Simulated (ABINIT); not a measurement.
Runs of ABINIT 10.8.3 (patched build) on Re. It takes space group P6_3/mmc (No. 194, hexagonal). Conventional cell: a = 2.761 Å, b = 2.761 Å, c = 4.458 Å, α = 90.00°, β = 90.00°, γ = 120.00°. Around Re (site symmetry -6m2) lie 12 Re at 2.74 to 2.76 Å. 

| potentials or basis | cutoff (eV) | fine-grid cutoff | gap on the mesh (eV) | pressure (GPa) |
| --- | --- | --- | --- | --- |
| JTH PAW PBE v2.0 | 707 | 1306.15 eV | none | (a) |
| SG15 NC PBE v1.2 | 844 | - | none | (b) |
| PseudoDojo NC SR PBE v0.4.1 standard | 1170 | - | none | -2.7 |
| Ansatz PAW PBE default generated set, frozen core | 490 | 979.61 eV | none | -0.5 |
| Ansatz NC r2SCAN | 1469 | - | none | -0.2 |

Alike in all rows: task band structure; level r2SCAN; no spin polarisation; cell as given; k mesh 9 × 9 × 5; smearing fermi-dirac 0.05 eV.

Q: Fill in the values left out.

A: (a) -0.6; (b) 1.2.

Caveats: spin-orbit coupling is left out, which moves the levels of the heavy elements; the PAW data sets were made with another functional, which shifts forces and pressure a little (some runs); the potentials were made for another functional, which shifts forces and pressure (some runs); a meta-GGA on potentials with a model core is unreliable (some runs); the atomic spheres overlap (some runs).

A k mesh can miss the band edges, and the runs leave out spin-orbit coupling on Re.

A gap of «none» marks a metal or a gap under the smearing width.
